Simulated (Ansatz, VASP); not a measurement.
**LiF in VASP and in Ansatz**

The input INCAR:

```
SYSTEM = LiF
PREC = Accurate ; ENCUT = 520
EDIFF = 1E-6 ; ISMEAR = 0
SIGMA = 0.05 ; LREAL = .FALSE.
LASPH = .TRUE. ; NELM = 60
ALGO = Normal ; ISIF = 2
LWAVE = .FALSE. ; LCHARG = .FALSE.
NBANDS = 12
```

KPOINTS

```
Automatic mesh
0
G
  12 12 12
  0 0 0
```

File POSCAR:

```
LiF
1.0
    0.0000000000      2.0140000000      2.0140000000
    2.0140000000      0.0000000000      2.0140000000
    2.0140000000      2.0140000000      0.0000000000
Li F
1 1
Direct
    0.0000000000      0.0000000000      0.0000000000
    0.5000000000      0.5000000000      0.5000000000
```

Input for Ansatz:

```yaml
crystal:
  lattice:
    - [0.0, 2.014, 2.014]
    - [2.014, 0.0, 2.014]
    - [2.014, 2.014, 0.0]
  atoms:
    - { symbol: Li, position: [0.0, 0.0, 0.0] }
    - { symbol: F, position: [0.5, 0.5, 0.5] }
basis:
  ecutwfc: 420
kpoints:
  mp_grid: { grid: [12, 12, 12] }
hamiltonian:
  xc: lda
scf:
  occupations: { method: gaussian, width: 0.05 }
output:
  forces: true
  stress: true
  eigenvalues: true
```

Alike in both runs: task single point; functional LDA; k mesh 12 × 12 × 12; occupations gaussian, width 0.05 eV; no spin polarisation.

|  | VASP | Ansatz |
| --- | --- | --- |
| version | VASP 6.6.1 | Ansatz 0.2.0 |
| potentials or method | VASP PAW LDA potentials, release 64 (Li_sv, F) | scalar-relativistic, plane waves, PAW |
| plane-wave cutoff (eV) | 520 | 420 |
| valence electrons in the cell | 10 | 10 |

```tsv
	VASP	Ansatz	Ansatz less VASP
gap on the k mesh at the Fermi level (eV)	8.83	8.84	+0.010
least direct gap on the mesh (eV)	8.83	8.84	+0.011
```

 A hybrid or GW would open this gap; LDA tends to underestimate it. A k mesh can miss the band edges.
